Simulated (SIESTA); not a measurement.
# ZnS: single point with PW91

Crystal: ZnS.

```
CELL_PARAMETERS angstrom
0.00000 2.70200 2.70200
2.70200 0.00000 2.70200
2.70200 2.70200 0.00000
ATOMIC_POSITIONS crystal
Zn 0.75000 0.75000 0.75000
S 0.00000 0.00000 0.00000
```

| Quantity | Value |
| --- | --- |
| Program | SIESTA 5.4.2 |
| Task | single point |
| Functional | PW91 |
| Potentials or basis | PseudoDojo 0.4 standard (PBE files) |
| Basis | DZP (energy shift 0.003 Ry; two zetas on semicore shells) |
| Grid cutoff | 800 Ry |
| Energy shift | 0.003 Ry |
| k mesh | 9 × 9 × 9 |
| Occupations | fermi-dirac, width 0.05 eV |
| Spin | no spin polarisation |

```yaml
Pressure: 2.3 GPa
Band_gap_on_the_k_mesh: 2.44 eV, direct
```

It took 21 s on 1 thread of Arm Neoverse V1 (shared host), peak memory 0.21 GiB.

The gap isn't set beside the measured one, since this odd mesh misses points on the zone boundary.

Caveat: short orbitals over semicore shells can move pressures by several GPa; the valence orbitals were made in a potential fitted to the semicore shell under them, which widens gaps by tenths of an eV or more; the potentials were made for another functional, which shifts forces and pressure; an odd mesh through Γ misses points on the zone boundary, where band edges often lie; the basis of atomic orbitals isn't converged, which shifts pressures, moduli and gaps.
